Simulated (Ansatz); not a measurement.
What does this script print? It uses Ansatz 0.2.0, Python API.

The script reads `zrn.extxyz`:
```text
2
Lattice="0.0 2.3 2.3 2.3 0.0 2.3 2.3 2.3 0.0" Properties=species:S:1:pos:R:3 pbc="T T T"
Zr    2.30000000    2.30000000    2.30000000
N     0.00000000    0.00000000    0.00000000
```

The script, `run_fold.py`:
```python
import ansatz


def main() -> None:
    crystal = ansatz.Crystal.from_extxyz("zrn.extxyz")

    mesh = (8, 8, 8)
    rows = []
    for repeats in [(1, 1, 1), (1, 1, 2)]:
        setup = (
            crystal.supercell(*repeats).calculation()
            .functional("pbe")
            .basis(420)
            .occupations("Fermi-Dirac", width=0.1)
            .kpoints(*(k // n for k, n in zip(mesh, repeats)))
        )
        report = setup.run(threads=1).report
        n = len(report["lattice"]["sites"])
        rows.append((repeats, n, report["free_energy_ev"] / n, report["fermi_energy_ev"], report["n_kpoints"], report["n_symmetry_ops"]))
    print("       repeats           atoms       F/atom eV  Fermi level eV        k-points  symmetry operations")
    for row in rows:
        print(f"{str(row[0]):>14s}  {row[1]:14d}  {row[2]:14.5f}  {row[3]:14.4f}  {row[4]:14d}  {row[5]:19d}")


if __name__ == "__main__":
    main()
```

`python run_fold.py` gives:
```text
       repeats           atoms       F/atom eV  Fermi level eV        k-points  symmetry operations
     (1, 1, 1)               2     -2285.65442         17.4946              29                   48
     (1, 1, 2)               4     -2285.65441         17.4946              35                   24
```

Total energies depend on the potentials; only differences at equal settings carry meaning. The run is spin-unpolarised. For a metal this k-point mesh is coarse: on a finer one energies can move by several to tens of meV an atom and pressures by half a GPa or more, differences at one mesh by less. Of the deposited cell: the entry's cell lengths or inner coordinates differ somewhat from later room-temperature determinations. The starting cell is as deposited in a crystallographic database; the results hold for this polymorph, which needn't be the stable one. The count of operations in a supercell holds its pure translations too, and an uneven repeat can lower the point group. It ran for 2.7 s on 1 thread of Arm Neoverse V1, with other jobs on the host, peak memory 0.37 GiB.
